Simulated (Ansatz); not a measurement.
Planning a run of Ansatz 0.2.0 on MoS2/MoS2 (multilayer of trigonal-prismatic sheets). The input:

```yaml
crystal:
  lattice:
    - [3.1517644627, 0.0, 0.0]
    - [-1.5758822313, 2.7295080914, 0.0]
    - [0.0, 0.0, 41.6]
  atoms:
    - { symbol: Mo, position: [0.3333333333, 0.6666666667, 0.4271354801] }
    - { symbol: S, position: [0.6666666667, 0.3333333333, 0.4647836221] }
    - { symbol: S, position: [0.6666666667, 0.3333333333, 0.3894521398] }
    - { symbol: Mo, position: [0.6666666667, 0.3333333333, 0.5728645199] }
    - { symbol: S, position: [0.3333333333, 0.6666666667, 0.6105478602] }
    - { symbol: S, position: [0.3333333333, 0.6666666667, 0.5352163779] }
  periodic: [true, true, false]
kpoints:
  mp_grid: { grid: [9, 9, 1] }
  band_path:
    path:
      - [0.0, 0.0, 0.0]
      - [0.5, 0.0, 0.0]
      - [0.3333333333, 0.3333333333, 0.0]
      - [0.1666666667, 0.1666666667, 0.0]
    npoints: 1
hamiltonian:
  xc: hse06
scf:
  occupations: { method: fixed }
  n_extra_bands: 6
output:
  eigenvalues: true
  write_density: true
  write_potential: true
  elf: true
  volumetric_format: npy
```

```sh
ansatz run input.yaml --threads 3 --pin off --max-ram 92160MiB --backend cuda --events-out ev --progress --plain --runs-dir out --devices 1 --max-vram 13GiB  # rebuilt from the run's record
```

How long will it take on 1 × NVIDIA H100 80GB HBM3 (shared by 6 runs) with 3 threads of AMD EPYC 7R13 (Zen 3), shared host, and how much memory?

It took 27 s; on shared hardware allow 13 s to 54 s. Peak host memory was 1.9 GiB. The sizes that set the cost: 6919 plane waves a state, 12 irreducible k points and 18 SCF cycles.

Exact exchange couples every pair of k points and filled bands, so it costs far more than a semilocal run.

[Paths, hosts, dates, memory and timing lines, banners, echoed tables and standing remarks are left out of the program output.]

[Logs are printed without paths, hosts, clocks, repeated set-up lines and the standing remarks that a program may print on its own settings, such as how far it seeks lower states.]

[Runs of the session that timed out or met a known fault of the program may be left out.]

[Cells called generated may have been cut or substituted from an entry of the Crystallography Open Database or the Materials Project.]

[Hosts, paths, dates, database ids (printed as entryN), source tags and the programs' standing remarks are cut or masked in the printed files.]
